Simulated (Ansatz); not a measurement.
# SnSe (Pnma) in Ansatz: relaxation of cell and atoms with r2SCAN+D4

Aim: the relaxation of cell and atoms of SnSe with r2SCAN+D4.

Program: Ansatz 0.2.0. These are calculated values, not measurements. Logs are shortened: lines on timing, memory, paths and dates and some standing lists are left out, and cuts for length are marked.

### 1 The structure

Symmetry: Pnma, No. 62, orthorhombic system. Conventional cell: a = 11.420 Å, b = 4.190 Å, c = 4.460 Å, α = 90.00°, β = 90.00°, γ = 90.00°. Around Sn (site symmetry m) lie 3 Se at 2.69 to 2.83 Å. Se (site symmetry m) has 3 Sn at 2.69 to 2.83 Å as nearest neighbours.

### 2 Relaxation of cell and atoms, r2SCAN+D4

input.yaml

```yaml
crystal:
  lattice:
    - [11.42, 0.0, 0.0]
    - [0.0, 4.19, 0.0]
    - [0.0, 0.0, 4.46]
  atoms:
    - { symbol: Sn, position: [0.877, 0.75, 0.909] }
    - { symbol: Sn, position: [0.623, 0.25, 0.409] }
    - { symbol: Sn, position: [0.377, 0.75, 0.591] }
    - { symbol: Sn, position: [0.123, 0.25, 0.091] }
    - { symbol: Se, position: [0.643, 0.75, 0.984] }
    - { symbol: Se, position: [0.857, 0.25, 0.484] }
    - { symbol: Se, position: [0.143, 0.75, 0.516] }
    - { symbol: Se, position: [0.357, 0.25, 0.016] }
hamiltonian:
  xc: r2scan
  pseudopotentials: { kind: paw }
  dispersion: d4
kpoints:
  mp_grid: { grid: [3, 6, 6] }
scf:
  occupations: { method: fermi_dirac, width: 0.05 }
output:
  forces: true
  stress: true
relax:
  f_tol: 0.01
  max_steps: 40
  cell: { stress_tol: 0.05 }
```

Potentials or basis: Ansatz PAW.

Command:

```bash
$ ansatz run input.yaml --threads 2 --pin off --max-ram 5120MiB --backend cpu --events-out ev --progress --plain --runs-dir out
```

Standard output:

```text
Warning: RAYON_NUM_THREADS=2 ignored (pool sized by the plan → 2); use --threads N
Engine: ansatz 0.2.0, x86_64-unknown-linux-gnu
Pseudopotentials: kind: paw
Pseudopotential: Sn, paw, valence charge 14, recommended cutoff 500 eV (meta_gga), Sn.paw.azcp
Pseudopotential: Se, paw, valence charge 16, recommended cutoff 500 eV (meta_gga), Se.paw.azcp
Functional definition: r2SCAN
  parameter k0 = 0.174
  parameter k1 = 0.065
  parameter a1 = 4.9479
  exchange = r2scan_x(k0 = k0, k1 = k1, a1 = a1)
  correlation = r2scan_c
Crystal: 8 atoms, lattice volume = 213.410 Å³
Basis set: ecut = 500 eV, 5395 PW (Γ), exchange–correlation on 360×128×144 points (64 copies of the dense FFT grid, shifted against one another)
Bands: 72, of which v1, the nominal top of the filled ones, is band 60 counted from 1 (59 counted from 0)
Symmetry: 8 space group operations
Space group: Pnma (ITA 62), of the structure as read, at distance tolerance 6.0e-5 Å
k-points: 32 of 108
Non-local potential: Sn, projectors of the file, l = 0: 2, l = 1: 2, l = 2: 2, l = 3: 2
Non-local potential: Se, projectors of the file, l = 0: 2, l = 1: 2, l = 2: 3, l = 3: 1
PAW form: soft (Blöchl's): semilocal exchange-correlation on the pseudo side does not see the compensation charge
PAW frozen core: Sn, regenerated for the run's functional (the file was generated under x = pbe(κ = 0.804, μ = 0.2195149727645171), c = pbe(β = 0.06672455060314922))
PAW frozen core: Se, regenerated for the run's functional (the file was generated under x = pbe(κ = 0.804, μ = 0.2195149727645171), c = pbe(β = 0.06672455060314922))
PAW one-centre angular grid: Sn, 590 points (default); XC on 249 of its mesh's 2787 points in the sphere
PAW one-centre angular grid: Se, 590 points (default); XC on 160 Gauss nodes
Initial density: superposition of atomic densities (neutral atoms: chi_scale 0, normalization atom), corrected by the library's trained network
Initial wavefunctions: pseudopotential atomic-orbital guess
Functional: x = r2scan, c = r2scan; τ floored in thin density (d = 2e-4 eV/Å³)
SCF iter   1: F=—  HF=-46071.645838 eV  |F-HF|=—  |Δ(HF+E_count)|=         —  Δρ=5.21e-3  dr2=6.55e-2  dr2_τ=1.51e-2  ethr=1.77e-3  ⟨swp⟩=6.7  Hψ=8732  notcnv=0  defer=7
preconditioner: auto → Resta (q_TF=auto, 2.479 Å⁻¹)  ε∞=2.7  [insulator: Δε(μ)=0.810 eV  Ē_g=17.532 eV  σ=0.050 eV  W_gap=1.00  n_scr=56 (ndim 8)  ℏωp=22.7 eV  f_vac=0.001  D(μ)=0.00/eV (n_scr^D=0)  ε∞_Penn≈2.7]
SCF iter   2: F=—  HF=-46071.686043 eV  |F-HF|=—  |Δ(HF+E_count)|=   4.02e-2  Δρ=2.47e-3  dr2=1.31e-2  dr2_τ=3.75e-4  ethr=5.46e-5  ⟨swp⟩=3.0  Hψ=4836  notcnv=0  defer=138
SCF iter   3: F=—  HF=-46071.687555 eV  |F-HF|=—  |Δ(HF+E_count)|=   1.51e-3  Δρ=8.42e-4  dr2=1.14e-3  dr2_τ=2.71e-5  ethr=1.09e-5  ⟨swp⟩=2.1  Hψ=2712  notcnv=0  defer=106
automatic band count: iteration 3 solves 71 bands in place of 72: the levels show a gap, and the empty bands left out lie too high to hold charge; the band table lists the bands solved (type scf.n_extra_bands for more)
SCF iter   4: F=—  HF=-46071.688012 eV  |F-HF|=—  |Δ(HF+E_count)|=   4.58e-4  Δρ=2.08e-4  dr2=7.26e-5  dr2_τ=1.89e-6  ethr=9.50e-7  ⟨swp⟩=2.1  Hψ=3072  notcnv=0  defer=106
SCF iter   5: F=—  HF=-46071.688093 eV  |F-HF|=—  |Δ(HF+E_count)|=   8.06e-5  Δρ=5.21e-5  dr2=7.54e-6  dr2_τ=2.78e-7  ethr=6.05e-8  ⟨swp⟩=2.6  Hψ=3317  notcnv=0  defer=106
SCF iter   6: F=—  HF=-46071.688094 eV  |F-HF|=—  |Δ(HF+E_count)|=   5.68e-7  Δρ=1.57e-5  dr2=4.57e-7  dr2_τ=2.15e-8  ethr=6.28e-9  ⟨swp⟩=2.0  Hψ=3438  notcnv=0  defer=106
SCF iter   7: F=-46071.688094 eV  HF=-46071.688094 eV  |F-HF|=2.04e-8  |Δ(HF+E_count)|=   5.21e-7  Δρ=3.55e-6  dr2=2.30e-8  dr2_τ=8.55e-10  ethr=8.33e-11  ⟨swp⟩=5.0  Hψ=8580  notcnv=0
SCF 1 converged in 7 iterations: F = -46071.688094 eV  dr2 = 2.30e-8
relax step   1: F+E_penalty+E_count = -46071.68809413 eV  Δ(F+E_penalty+E_count) = +0.000e0 eV  max|allowed force component| = 1.961e-1 eV/Å  Δτ_max = 0.0000 Å  P = +1.054 GPa  Ω = 213.410 Å³  (7 SCF iters, dr2 threshold 1.00e-7 eV, accepted)
Crystal: 8 atoms, lattice volume = 228.002 Å³
Basis set: ecut = 500 eV, 5801 PW (Γ), exchange–correlation on 360×128×144 points (64 copies of the dense FFT grid, shifted against one another)
Initial density: handed on by an earlier stage of this run
Initial wavefunctions: those handed on with the density
iter 1 solved again at ethr=8.67e-5 eV; its pass at ethr=3.10e-3 eV (dr2=1.04e-1 eV) is discarded
SCF iter   1: F=—  HF=-46071.149314 eV  |F-HF|=—  |Δ(HF+E_count)|=         —  Δρ=5.99e-3  dr2=1.06e-1  dr2_τ=2.67e-1  ethr=8.67e-5  ⟨swp⟩=2.0  Hψ=11238  notcnv=0
automatic band count: iteration 1 solves 69 bands in place of 72: the levels show a gap, and the empty bands left out lie too high to hold charge; the band table lists the bands solved (type scf.n_extra_bands for more)
preconditioner: auto → Resta (q_TF=auto, 2.451 Å⁻¹)  ε∞=2.7  [insulator: Δε(μ)=1.108 eV  Ē_g=16.887 eV  σ=0.050 eV  W_gap=1.00  n_scr=56 (ndim 8)  ℏωp=22.0 eV  f_vac=0.011  D(μ)=0.00/eV (n_scr^D=0)  ε∞_Penn≈2.7]
SCF iter   2: F=—  HF=-46071.790334 eV  |F-HF|=—  |Δ(HF+E_count)|=   6.41e-1  Δρ=2.85e-3  dr2=1.89e-2  dr2_τ=7.32e-4  ethr=8.67e-5  ⟨swp⟩=3.4  Hψ=4098  notcnv=0
SCF iter   3: F=—  HF=-46071.788869 eV  |F-HF|=—  |Δ(HF+E_count)|=   1.46e-3  Δρ=1.55e-3  dr2=3.76e-3  dr2_τ=7.39e-5  ethr=1.57e-5  ⟨swp⟩=3.0  Hψ=4420  notcnv=0  defer=2
SCF iter   4: F=—  HF=-46071.790017 eV  |F-HF|=—  |Δ(HF+E_count)|=   1.15e-3  Δρ=2.93e-4  dr2=3.15e-4  dr2_τ=6.82e-6  ethr=3.13e-6  ⟨swp⟩=2.0  Hψ=4145  notcnv=0  defer=2
SCF iter   5: F=—  HF=-46071.790119 eV  |F-HF|=—  |Δ(HF+E_count)|=   1.02e-4  Δρ=1.35e-4  dr2=7.26e-5  dr2_τ=1.61e-6  ethr=2.63e-7  ⟨swp⟩=2.0  Hψ=4126  notcnv=0  defer=2
SCF iter   6: F=—  HF=-46071.790122 eV  |F-HF|=—  |Δ(HF+E_count)|=   2.88e-6  Δρ=3.77e-5  dr2=4.40e-6  dr2_τ=1.47e-7  ethr=6.05e-8  ⟨swp⟩=2.2  Hψ=3880  notcnv=0  defer=2
SCF iter   7: F=-46071.790124 eV  HF=-46071.790124 eV  |F-HF|=9.76e-8  |Δ(HF+E_count)|=   2.46e-6  Δρ=1.00e-5  dr2=3.08e-7  dr2_τ=1.07e-8  ethr=6.67e-10  ⟨swp⟩=5.5  Hψ=8522  notcnv=0
SCF 2 converged in 7 iterations: F = -46071.790124 eV  dr2 = 3.08e-7
[... 82 lines left out ...]
SCF iter   7: F=-46071.837665 eV  HF=-46071.837665 eV  |F-HF|=2.28e-9  |Δ(HF+E_count)|=   2.89e-9  Δρ=2.01e-6  dr2=1.38e-8  dr2_τ=1.46e-10  ethr=1.71e-11  ⟨swp⟩=3.2  Hψ=9702  notcnv=0
SCF 8 converged in 7 iterations: F = -46071.837665 eV  dr2 = 1.38e-8
relax step   8: F+E_penalty+E_count = -46071.83766495 eV  Δ(F+E_penalty+E_count) = -6.062e-4 eV  max|allowed force component| = 5.708e-4 eV/Å  Δτ_max = 0.0107 Å  P = +0.045 GPa  Ω = 223.636 Å³  energy of the carried Pulay correction = -4.040e-4 eV  (7 SCF iters, dr2 threshold 2.06e-8 eV, accepted)
Crystal: 8 atoms, lattice volume = 223.777 Å³
Basis set: ecut = 500 eV, 5681 PW (Γ), exchange–correlation on 360×128×144 points (64 copies of the dense FFT grid, shifted against one another)
iter 1 solved again at ethr=1.04e-8 eV; its pass at ethr=3.10e-3 eV (dr2=1.25e-5 eV) is discarded
SCF iter   1: F=—  HF=-46071.837612 eV  |F-HF|=—  |Δ(HF+E_count)|=         —  Δρ=6.40e-5  dr2=1.12e-5  dr2_τ=2.74e-5  ethr=1.04e-8  ⟨swp⟩=3.0  Hψ=9919  notcnv=0
automatic band count: iteration 1 solves 71 bands in place of 72: the levels show a gap, and the empty bands left out lie too high to hold charge; the band table lists the bands solved (type scf.n_extra_bands for more)
preconditioner: auto → Resta (q_TF=auto, 2.459 Å⁻¹)  ε∞=2.7  [insulator: Δε(μ)=0.993 eV  Ē_g=17.258 eV  σ=0.050 eV  W_gap=1.00  n_scr=56 (ndim 8)  ℏωp=22.2 eV  f_vac=0.006  D(μ)=0.00/eV (n_scr^D=0)  ε∞_Penn≈2.7]
SCF iter   2: F=—  HF=-46071.837655 eV  |F-HF|=—  |Δ(HF+E_count)|=   4.31e-5  Δρ=3.25e-5  dr2=1.81e-6  dr2_τ=6.98e-8  ethr=9.32e-9  ⟨swp⟩=2.2  Hψ=3562  notcnv=0
SCF iter   3: F=—  HF=-46071.837685 eV  |F-HF|=—  |Δ(HF+E_count)|=   2.98e-5  Δρ=1.67e-5  dr2=4.77e-7  dr2_τ=1.03e-8  ethr=1.50e-9  ⟨swp⟩=3.0  Hψ=4193  notcnv=0
SCF iter   4: F=—  HF=-46071.837685 eV  |F-HF|=—  |Δ(HF+E_count)|=   1.91e-7  Δρ=3.03e-6  dr2=2.26e-8  dr2_τ=1.08e-9  ethr=3.98e-10  ⟨swp⟩=2.0  Hψ=3936  notcnv=0
SCF iter   5: F=-46071.837685 eV  HF=-46071.837685 eV  |F-HF|=1.46e-9  |Δ(HF+E_count)|=   5.12e-9  Δρ=1.20e-6  dr2=2.60e-9  dr2_τ=1.04e-10  ethr=5.57e-12  ⟨swp⟩=5.0  Hψ=8593  notcnv=0
SCF 9 converged in 5 iterations: F = -46071.837685 eV  dr2 = 2.60e-9
relax step   9: F+E_penalty+E_count = -46071.83768527 eV  Δ(F+E_penalty+E_count) = -2.032e-5 eV  max|allowed force component| = 4.484e-4 eV/Å  Δτ_max = 0.0009 Å  P = +0.006 GPa  Ω = 223.777 Å³  energy of the carried Pulay correction = -4.094e-4 eV  (5 SCF iters, dr2 threshold 6.68e-9 eV, accepted)
Initial wavefunctions: pseudopotential atomic-orbital guess (no wavefunctions were taken with the density)
iter 1 solved again at ethr=3.85e-7 eV; its pass at ethr=3.10e-3 eV (dr2=4.62e-4 eV) is discarded
SCF iter   1: F=—  HF=-46071.837133 eV  |F-HF|=—  |Δ(HF+E_count)|=         —  Δρ=2.12e-4  dr2=2.05e-6  dr2_τ=1.01e-6  ethr=3.85e-7  ⟨swp⟩=3.0  Hψ=13619  notcnv=0
preconditioner: auto → Resta (q_TF=auto, 2.459 Å⁻¹)  ε∞=2.6  [insulator: Δε(μ)=0.992 eV  Ē_g=17.430 eV  σ=0.050 eV  W_gap=1.00  n_scr=56 (ndim 8)  ℏωp=22.2 eV  f_vac=0.006  D(μ)=0.00/eV (n_scr^D=0)  ε∞_Penn≈2.6]
SCF iter   2: F=—  HF=-46071.838057 eV  |F-HF|=—  |Δ(HF+E_count)|=   9.23e-4  Δρ=1.07e-4  dr2=5.07e-7  dr2_τ=7.87e-6  ethr=1.71e-9  ⟨swp⟩=2.2  Hψ=4111  notcnv=0
SCF iter   3: F=—  HF=-46071.838319 eV  |F-HF|=—  |Δ(HF+E_count)|=   2.62e-4  Δρ=5.18e-6  dr2=1.20e-8  dr2_τ=1.63e-8  ethr=4.22e-10  ⟨swp⟩=2.0  Hψ=3121  notcnv=0
SCF iter   4: F=—  HF=-46071.838319 eV  |F-HF|=—  |Δ(HF+E_count)|=   5.85e-7  Δρ=8.57e-7  dr2=1.13e-9  dr2_τ=1.58e-10  ethr=9.96e-12  ⟨swp⟩=2.0  Hψ=4225  notcnv=0
SCF iter   5: F=—  HF=-46071.838319 eV  |F-HF|=—  |Δ(HF+E_count)|=   2.66e-9  Δρ=3.37e-7  dr2=2.21e-10  dr2_τ=7.32e-12  ethr=1.00e-12  ⟨swp⟩=2.0  Hψ=4225  notcnv=0
SCF iter   6: F=-46071.838319 eV  HF=-46071.838319 eV  |F-HF|=2.18e-11  |Δ(HF+E_count)|=  2.69e-10  Δρ=9.96e-8  dr2=2.35e-11  dr2_τ=5.40e-13  ethr=1.00e-12  ⟨swp⟩=5.0  Hψ=7270  notcnv=0
SCF 10 converged in 6 iterations: F = -46071.838319 eV  dr2 = 2.35e-11
relax step  10: F+E_penalty+E_count = -46071.83831943 eV  Δ(F+E_penalty+E_count) = -6.342e-4 eV  max|allowed force component| = 3.919e-4 eV/Å  Δτ_max = 0.0000 Å  P = +0.009 GPa  Ω = 223.777 Å³  stress off target by 1.30e-2 GPa  SCF on the basis re-selected at this cell (its energy is not comparable with the rows above)  (6 SCF iters)
basis re-selected at this cell: Δ(F+E_penalty+E_count) = -6.342e-4 eV, ΔP = +0.004 GPa vs the last step (what re-selecting the basis moved, of the pressure what is left beyond the Pulay correction that the steps carried, after the strain that the cell walked since its last selection, with what the two solves' SCF thresholds leave and, on support functions, any second-order correction that the steps lacked; it is no measure of the basis error at this ecutwfc). This SCF's stress stands 1.30e-2 GPa from its target on what of the cell is left free (relax.cell.stress_tol is 5.00e-2 GPa) and its largest allowed force component is 3.92e-4 eV/Å (relax.f_tol is 1.00e-2 eV/Å): within both
SCF converged after 6 iterations
Free energy (F): -46071.838319 eV
Harris-Foulkes:  -46071.838319 eV  (|F-HF|=2.18e-11)
Internal energy: -46071.838317 eV  (E = F + TS)
E sigma→0 (E₀):  -46071.838318 eV
Entropy (-TS):   -0.000003 eV (-0.000 meV/atom)
Fermi energy:    8.648464 eV
--- Per-component energies (eV) ---
  E_band       = -2041.970126
  E_kinetic    = 1215.615546
  E_local      = -13761.681745  (includes V_loc(G=0)·N_el)
  E_nonlocal   = -2514.413933
  E_hartree    = 7211.785157
  E_xc         = -1895.065005
  E_vxc        = -842.826645  (∫ρ·V_xc dr)
  E_paw        = -24325.380253  (= ΣΔE_a)
  E_vpaw       = -609.040022  (= ΣTr[D̂ρ^β])
  E_aug_tail   = -0.000835  (compensation charges beyond the density's cutoff)
  E_vtau       = 46.807162  (kinetic-family band-sum trace: ∫τ·v_τ [+ j·A + Jᵃ·Aᵃ] dr)
  E_ewald      = -11997.449448
  E_disp       = -1.129999  (pairwise vdW)
  E_core_change = -4.117802  (= ΣΔE_core)
  E_smearing   = -0.000003  (= −TS)
  E_closure    = -0.000000  (closes the sum)
  Σ components = -46071.838319   (vs F -46071.838319, Δ=0.00e0)
--- Forces (eV/Å), atoms counted from 1 ---
  atom   1  Sn     0.00005429     0.00000000     0.00039187
  atom   2  Sn    -0.00005429     0.00000000     0.00039187
  atom   3  Sn     0.00005429     0.00000000    -0.00039187
  atom   4  Sn    -0.00005429     0.00000000    -0.00039187
  atom   5  Se     0.00003917     0.00000000    -0.00038065
  atom   6  Se    -0.00003917     0.00000000    -0.00038065
  atom   7  Se     0.00003917     0.00000000     0.00038065
  atom   8  Se    -0.00003917     0.00000000     0.00038065
  max |Σ_I F_I| component: 0.00e0 eV/Å
--- Stress (GPa, compression-positive) ---
        0.011491       0.000000       0.000000
        0.000000       0.003963       0.000000
        0.000000       0.000000       0.013026
  P = ⅓ Tr σ = 0.0095 GPa (0.095 kbar)
--- Relaxed structure (9 steps of the walk, 8 accepted, 1 SCFs on fresh bases) ---
  F+E_penalty+E_count = -46071.83831943 eV   max|allowed force component| = 3.919e-4 eV/Å   (the final SCF, on the basis selected at the relaxed cell)
  cell:  # Å, volume = 223.7775 Å³
    - [11.671159246507179, 0.0, 0.0]
    - [0.0, 4.124641707344544, 0.0]
    - [0.0, 0.0, 4.6485354100903695]
  atoms:
    - { symbol: Sn, position: [0.8791147593933429, 0.7499999999999999, 0.8771552038286036] }
    - { symbol: Sn, position: [0.6208852406066572, 0.25, 0.37715520382860346] }
    - { symbol: Sn, position: [0.3791147593933428, 0.7499999999999999, 0.6228447961713962] }
    - { symbol: Sn, position: [0.12088524060665715, 0.25, 0.12284479617139646] }
    - { symbol: Se, position: [0.6472068692987488, 0.7499999999999999, 0.9856570653027056] }
    - { symbol: Se, position: [0.8527931307012513, 0.25, 0.48565706530270625] }
    - { symbol: Se, position: [0.14720686929874868, 0.7499999999999999, 0.5143429346972936] }
    - { symbol: Se, position: [0.3527931307012513, 0.25, 0.014342934697293783] }
```

It took 89 s on 2 threads of AMD EPYC 9R45 (Zen 5), shared host; peak memory 1.3 GiB.

Results:

```yaml
Free_energy: -46071.8383 eV
Relaxed_volume: 27.97 Å³/atom
Relaxed_cell: a = 11.671 Å, b = 4.125 Å, c = 4.649 Å, α = 90.00°, β = 90.00°, γ = 90.00°
Space_group_after_relaxing_to_0.05_Å: Pnma (No. 62)
Energy_gained_by_relaxing: 18.8 meV/atom
Ionic_steps: 9
Pressure_after_relaxing: 0.0 GPa
Band_gap_on_the_k_mesh: 0.99 eV
```

The path:
```tsv
step	energy change (eV)	largest force (eV/Å)	volume (Å³)
1	0.0000	0.2050	213.41
2	-0.1020	0.0970	228.00
3	-0.1324	0.0405	222.16
4	-0.1386	0.0293	222.90
5	-0.1463	0.0311	223.30
6	-0.1490	0.0121	223.64
7	-0.1496	0.0007	223.64
8	-0.1496	0.0005	223.78
9	-0.1502	0.0004	223.78
```

Final structure:
```
Sn Se
1.0
    11.67116    0.00000    0.00000
     0.00000    4.12464    0.00000
     0.00000    0.00000    4.64854
Sn Se
4 4
Cartesian
  10.2603 3.0935 4.0775
  7.2465 1.0312 1.7532
  4.4247 3.0935 2.8953
  1.4109 1.0312 0.5710
  7.5537 3.0935 4.5819
  9.9531 1.0312 2.2576
  1.7181 3.0935 2.3909
  4.1175 1.0312 0.0667
```

Caveat: odd divisions of the mesh miss points on the zone boundary, where band edges often lie, so the gap on the mesh can be too wide; the plane-wave basis is chosen anew once the cell has moved, so the energies of steps on either side of that aren't comparable; spin-orbit coupling is left out, which moves the levels of the heavy elements; the PAW data sets come from PBE, with cores solved anew for the run's functional, which leaves a small shift of forces and pressure.
